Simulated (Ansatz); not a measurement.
# Nb (Fm-3m) in Ansatz: settings compared, part 2 of 2

Ansatz 0.2.0. Earlier steps stand in the parts before.

## Step 4: Relaxation of cell and atoms, LDA

input.yaml

```yaml
crystal:
  lattice:
    - [0.0, 2.115, 2.115]
    - [2.115, 0.0, 2.115]
    - [2.115, 2.115, 0.0]
  atoms:
    - { symbol: Nb, position: [0.0, 0.0, 0.0] }
hamiltonian:
  xc: lda
  pseudopotentials: { kind: paw }
kpoints:
  mp_grid: { grid: [11, 11, 11] }
scf:
  occupations: { method: fermi_dirac, width: 0.05 }
output:
  forces: true
  stress: true
  eigenvalues: true
relax:
  f_tol: 0.01
  max_steps: 40
  cell: { stress_tol: 0.05 }
```

Potentials or basis: Ansatz PAW.

Command:

```sh
$ ansatz run input.yaml --threads 2 --pin off --max-ram 5632MiB --backend cpu --events-out ev --progress --plain --runs-dir out
```

Standard output:

```text
Warning: RAYON_NUM_THREADS=2 ignored (pool sized by the plan → 2); use --threads N
Engine: ansatz 0.2.0, x86_64-unknown-linux-gnu
Pseudopotentials: kind: paw
Pseudopotential: Nb, paw, valence charge 13, recommended cutoff 420 eV (normal), Nb.paw.azcp
Functional definition: SPW92
  exchange = slater_x
  correlation = pw_c
Crystal: 1 atoms, lattice volume = 18.922 Å³
Basis set: ecut = 420 eV, 339 PW (Γ)
Bands: 11, of which v1, the nominal top of the filled ones, is band 7 counted from 1 (6 counted from 0)
Symmetry: 48 space group operations
Space group: Fm-3m (ITA 225), of the structure as read, at distance tolerance 2.7e-5 Å
k-points: 56 of 1331
Non-local potential: Nb, projectors of the file, l = 0: 3, l = 1: 2, l = 2: 2, l = 3: 1
PAW form: soft (Blöchl's): semilocal exchange-correlation on the pseudo side does not see the compensation charge
PAW frozen core: Nb, regenerated for the run's functional, and the local potential with it (the file was generated under x = pbe(κ = 0.804, μ = 0.2195149727645171), c = pbe(β = 0.06672455060314922))
PAW one-centre angular grid: Nb, 590 points (default); XC on 64 Gauss nodes
Initial density: superposition of atomic densities (neutral atoms: chi_scale 0, normalization atom), corrected by the library's trained network
Initial wavefunctions: pseudopotential atomic-orbital guess
Functional: x = slater, c = lda
SCF iter   1: F=—  HF=-4442.198679 eV  |F-HF|=—  |Δ(HF+E_count)|=         —  Δρ=6.50e-3  dr2=2.01e-3  ethr=1.77e-3  ⟨swp⟩=5.1  Hψ=3629  notcnv=0
preconditioner: auto → none  [metal: Δε(μ)=0.040 eV  Ē_g=7.050 eV  σ=0.050 eV  W_gap=0.19  n_scr=0 (ndim 8)  ℏωp=19.1 eV  f_vac=0.000  D(μ)=1.41/eV (n_scr^D=14)]
SCF iter   2: F=—  HF=-4442.198418 eV  |F-HF|=—  |Δ(HF+E_count)|=   2.61e-4  Δρ=3.16e-3  dr2=4.06e-4  ethr=1.55e-5  ⟨swp⟩=1.9  Hψ=1205  notcnv=0
SCF iter   3: F=—  HF=-4442.198415 eV  |F-HF|=—  |Δ(HF+E_count)|=   3.79e-6  Δρ=2.89e-4  dr2=9.12e-6  ethr=3.12e-6  ⟨swp⟩=1.0  Hψ=611  notcnv=0
SCF iter   4: F=—  HF=-4442.198414 eV  |F-HF|=—  |Δ(HF+E_count)|=   4.33e-7  Δρ=7.27e-5  dr2=4.00e-7  ethr=7.01e-8  ⟨swp⟩=2.2  Hψ=974  notcnv=0
iter 5 did not close the SCF: its close was put off for the readings that it lacked (scf_convergence_deferred on its scf_iter line)
SCF iter   5: F=-4442.198414 eV  HF=-4442.198414 eV  |F-HF|=5.36e-8  |Δ(HF+E_count)|=   6.61e-8  Δρ=3.14e-5  dr2=7.36e-8  ethr=3.08e-9  ⟨swp⟩=2.0  Hψ=970  notcnv=0
SCF iter   6: F=-4442.198414 eV  HF=-4442.198414 eV  |F-HF|=3.79e-9  |Δ(HF+E_count)|=   3.19e-8  Δρ=8.58e-6  dr2=5.26e-9  ethr=5.66e-10  ⟨swp⟩=2.3  Hψ=2214  notcnv=0
SCF 1 converged in 6 iterations: F = -4442.198414 eV  dr2 = 5.26e-9
[... 41 lines left out ...]
basis re-selected at this cell: Δ(F+E_penalty+E_count) = +8.878e-5 eV, ΔP = -0.001 GPa vs the last step (what re-selecting the basis moved, of the pressure what is left beyond the Pulay correction that the steps carried, after the strain that the cell walked since its last selection, with what the two solves' SCF thresholds leave and, on support functions, any second-order correction that the steps lacked; it is no measure of the basis error at this ecutwfc). This SCF's stress stands 2.04e-2 GPa from its target on what of the cell is left free (relax.cell.stress_tol is 5.00e-2 GPa) and its largest allowed force component is 0.00e0 eV/Å (relax.f_tol is 1.00e-2 eV/Å): within both
SCF converged after 4 iterations
Free energy (F): -4442.243175 eV
Harris-Foulkes:  -4442.243175 eV  (|F-HF|=9.09e-13)
Internal energy: -4442.231380 eV  (E = F + TS)
E sigma→0 (E₀):  -4442.237278 eV
Entropy (-TS):   -0.011795 eV (-11.795 meV/atom)
Fermi energy:    18.264034 eV
--- Per-component energies (eV) ---
  E_band       = -64.923841
  E_kinetic    = 396.563612
  E_local      = -688.241217  (includes V_loc(G=0)·N_el)
  E_nonlocal   = 124.654734
  E_hartree    = 213.230528
  E_xc         = -174.783656
  E_vxc        = -213.087607  (∫ρ·V_xc dr)
  E_paw        = -2965.266846  (= ΣΔE_a)
  E_vpaw       = -111.274410  (= ΣTr[D̂ρ^β])
  E_aug_tail   = 0.000006  (compensation charges beyond the density's cutoff)
  E_ewald      = -1348.814235
  E_core_change = 0.425694  (= ΣΔE_core)
  E_smearing   = -0.011795  (= −TS)
  E_closure    = 0.000000  (closes the sum)
  Σ components = -4442.243175   (vs F -4442.243175, Δ=0.00e0)
--- Forces (eV/Å), atoms counted from 1 ---
  atom   1  Nb     0.00000000     0.00000000     0.00000000
  max |Σ_I F_I| component: 1.25e-31 eV/Å
--- Stress (GPa, compression-positive) ---
       -0.020387      -0.000000      -0.000000
       -0.000000      -0.020387      -0.000000
       -0.000000      -0.000000      -0.020387
  P = ⅓ Tr σ = -0.0204 GPa (-0.204 kbar)
--- Band table (eV; the first three rows and the last of 56) ---
  k-point 0: bands = ["-36.3058", "-11.6324", "-11.6324", "-11.6324", "11.9265", "18.2991", "18.2991", "18.2991", "21.1007", "21.1007", "30.1264"]
  k-point 1: bands = ["-36.2864", "-11.7562", "-11.6475", "-11.6475", "12.2523", "18.0539", "18.4462", "18.4462", "20.9695", "20.9695", "30.7721"]
  k-point 2: bands = ["-36.2338", "-12.0799", "-11.6877", "-11.6877", "13.0944", "17.6022", "18.7039", "18.7039", "20.8595", "20.8595", "31.6132"]
  k-point 55: bands = ["-35.9752", "-12.6240", "-12.5468", "-12.1389", "15.4075", "16.6492", "17.5124", "20.3017", "23.6505", "28.2398", "28.9415"]
--- Relaxed structure (4 steps of the walk, 3 accepted, 1 SCFs on fresh bases) ---
  F+E_penalty+E_count = -4442.24317521 eV   max|allowed force component| = 0.000e0 eV/Å   (the final SCF, on the basis selected at the relaxed cell)
  cell:  # Å, volume = 17.6884 Å³
    - [-6.496599307679964e-34, 2.0680100626811457, 2.0680100626811457]
    - [2.0680100626811457, 2.483993831774686e-34, 2.0680100626811457]
    - [2.0680100626811457, 2.0680100626811457, -3.1846075205597497e-35]
  atoms:
    - { symbol: Nb, position: [0.0, 0.0, 0.0] }
```

Run time: 1.9 s. Hardware: 2 threads of Intel Xeon Platinum 8488C (Sapphire Rapids), shared host; peak memory 0.34 GiB.

What came out:

```yaml
Free_energy: -4442.2432 eV
Relaxed_volume: 17.69 Å³/atom
Relaxed_cell: a = 2.925 Å, b = 2.925 Å, c = 2.925 Å, α = 60.00°, β = 60.00°, γ = 60.00°
Space_group_after_relaxing_to_0.05_Å: Fm-3m (No. 225)
Energy_gained_by_relaxing: 44.8 meV/atom
Ionic_steps: 4
Pressure_after_relaxing: 0.0 GPa
Band_gap_on_the_k_mesh: none (metal or under the smearing width)
```

The path:
| step | energy change (eV) | largest force (eV/Å) | volume (Å³) |
| --- | --- | --- | --- |
| 1 | 0.0000 | 0.0000 | 18.92 |
| 2 | -0.0443 | 0.0000 | 17.81 |
| 3 | -0.0448 | 0.0000 | 17.69 |
| 4 | -0.0448 | 0.0000 | 17.69 |

Final structure:
```cif
data_structure
_symmetry_space_group_name_H-M 'P 1'
_symmetry_Int_Tables_number 1
_cell_length_a 2.9246
_cell_length_b 2.9246
_cell_length_c 2.9246
_cell_angle_alpha 60.000
_cell_angle_beta 60.000
_cell_angle_gamma 60.000
_cell_volume 17.69
loop_
_atom_site_label
_atom_site_type_symbol
_atom_site_fract_x
_atom_site_fract_y
_atom_site_fract_z
_atom_site_occupancy
Nb1 Nb 0.00000 0.00000 0.00000 1
```

Caveat: the plane-wave basis is chosen anew once the cell has moved, so the energies of steps on either side of that aren't comparable; the PAW data sets come from PBE, with cores solved anew for the run's functional, which leaves a small shift of forces and pressure.

## Step 5: Relaxation of cell and atoms, PBEsol

input.yaml, as its differences from that of step 4:

```diff
@@ -8,3 +8,3 @@
 hamiltonian:
-  xc: lda
+  xc: pbesol
   pseudopotentials: { kind: paw }
@@ -18,2 +18,6 @@
   eigenvalues: true
+  write_density: true
+  write_potential: true
+  elf: true
+  volumetric_format: npy
 relax:
```

Potentials or basis: Ansatz PAW.

Command:

```sh
$ ansatz run input.yaml --threads 2 --pin off --max-ram 5632MiB --backend cpu --events-out ev --progress --plain --runs-dir out
```

Standard output:

```text
Warning: RAYON_NUM_THREADS=2 ignored (pool sized by the plan → 2); use --threads N
[... 3 set-up lines as earlier in the session ...]
Functional definition: PBEsol
  exchange = pbesol_x
  correlation = pbesol_c
Crystal: 1 atoms, lattice volume = 18.922 Å³
Basis set: ecut = 420 eV, 339 PW (Γ), exchange–correlation on 40×40×40 points (8 copies of the dense FFT grid, shifted against one another)
Bands: 11, of which v1, the nominal top of the filled ones, is band 7 counted from 1 (6 counted from 0)
[... 2 set-up lines as earlier in the session ...]
k-points: 56 of 1331
[... 2 set-up lines as earlier in the session ...]
[... 84 lines left out ...]
  E_core_change = 0.188709  (= ΣΔE_core)
  E_smearing   = -0.011318  (= −TS)
  E_closure    = 0.000000  (closes the sum)
  Σ components = -4495.114720   (vs F -4495.114720, Δ=0.00e0)
--- Forces (eV/Å), atoms counted from 1 ---
  atom   1  Nb    -0.00000000     0.00000000    -0.00000000
  max |Σ_I F_I| component: 3.08e-33 eV/Å
--- Stress (GPa, compression-positive) ---
        0.001327       0.000000      -0.000000
        0.000000       0.001327      -0.000000
       -0.000000      -0.000000       0.001327
  P = ⅓ Tr σ = 0.0013 GPa (0.013 kbar)
--- Band table (eV; the first three rows and the last of 56) ---
  k-point 0: bands = ["-36.6819", "-12.0320", "-12.0320", "-12.0320", "11.6296", "18.0119", "18.0119", "18.0119", "20.7460", "20.7460", "29.7316"]
  k-point 1: bands = ["-36.6642", "-12.1471", "-12.0461", "-12.0461", "11.9470", "17.7708", "18.1550", "18.1550", "20.6195", "20.6195", "30.3616"]
  k-point 2: bands = ["-36.6162", "-12.4483", "-12.0837", "-12.0837", "12.7741", "17.3182", "18.4067", "18.4067", "20.5127", "20.5127", "31.1845"]
  k-point 55: bands = ["-36.3803", "-12.9566", "-12.8844", "-12.5041", "15.1608", "16.3596", "17.1949", "19.9664", "23.2002", "27.7028", "28.3591"]
--- Relaxed structure (5 steps of the walk, 4 accepted, 1 SCFs on fresh bases) ---
  F+E_penalty+E_count = -4495.11471977 eV   max|allowed force component| = 0.000e0 eV/Å   (the final SCF, on the basis selected at the relaxed cell)
  cell:  # Å, volume = 18.0802 Å³
    - [5.190910258512383e-34, 2.08316756527943, 2.08316756527943]
    - [2.0831675652794304, 4.999833807278797e-34, 2.08316756527943]
    - [2.0831675652794304, 2.08316756527943, -2.038148813158236e-34]
  atoms:
    - { symbol: Nb, position: [0.0, 0.0, 0.0] }
```

Run time: 2.4 s. Hardware: 2 threads of Intel Xeon Platinum 8488C (Sapphire Rapids), shared host; peak memory 0.35 GiB.

What came out:

```
Free energy                            : -4495.1147 eV
Relaxed volume                         : 18.08 Å³/atom
Relaxed cell                           : a = 2.946 Å, b = 2.946 Å, c = 2.946 Å, α = 60.00°, β = 60.00°, γ = 60.00°
Space group after relaxing (to 0.05 Å) : Fm-3m (No. 225)
Energy gained by relaxing              : 20.1 meV/atom
Ionic steps                            : 5
Pressure after relaxing                : 0.0 GPa
Band gap on the k mesh                 : none (metal or under the smearing width)
```

Step by step:
```tsv
step	energy change (eV)	largest force (eV/Å)	volume (Å³)
1	0.0000	0.0000	18.92
2	-0.0199	0.0000	18.18
3	-0.0202	0.0000	18.07
4	-0.0202	0.0000	18.08
5	-0.0201	0.0000	18.08
```

Final structure:
```yaml
crystal:
  lattice:
    - [0.00000, 2.08317, 2.08317]
    - [2.08317, 0.00000, 2.08317]
    - [2.08317, 2.08317, 0.00000]
  atoms:
    - { symbol: Nb, position: [0.00000, 0.00000, 0.00000] }
```

Levels at points of the mesh, in eV from the Fermi level:
```tsv
k point	band 2	band 3	band 4	band 5	band 6	band 7	band 8	band 9	band 10	band 11
(0.00, 0.00, 0.00)	-29.98	-29.98	-29.98	-6.32	0.06	0.06	0.06	2.80	2.80	11.78
```

Caveat: the plane-wave basis is chosen anew once the cell has moved, so the energies of steps on either side of that aren't comparable; the PAW data sets come from PBE, with cores solved anew for the run's functional, which leaves a small shift of forces and pressure.

## Step 6: Overview

| task | level | cell | smearing | gap on the mesh (eV) | pressure (GPa) | relaxed volume (Å³/atom) |
| --- | --- | --- | --- | --- | --- | --- |
| single point | PBE | as given | gaussian 0.011 eV | none | -1.9 | - |
| relaxation of cell and atoms | PBE | relaxed | fermi-dirac 0.05 eV | none | 0.0 | 18.71 |
| relaxation of cell and atoms | LDA | relaxed | fermi-dirac 0.05 eV | none | 0.0 | 17.69 |
| relaxation of cell and atoms | PBEsol | relaxed | fermi-dirac 0.05 eV | none | 0.0 | 18.08 |

Alike in all rows: potentials or basis Ansatz PAW; no spin polarisation; k mesh 11 × 11 × 11; cutoff (eV) 420.

Caveats: the plane-wave basis is chosen anew once the cell has moved, so the energies of steps on either side of that aren't comparable (some runs); the PAW data sets come from PBE, with cores solved anew for the run's functional, which leaves a small shift of forces and pressure (some runs).

Absolute energies hang on the potentials; compare differences alone.
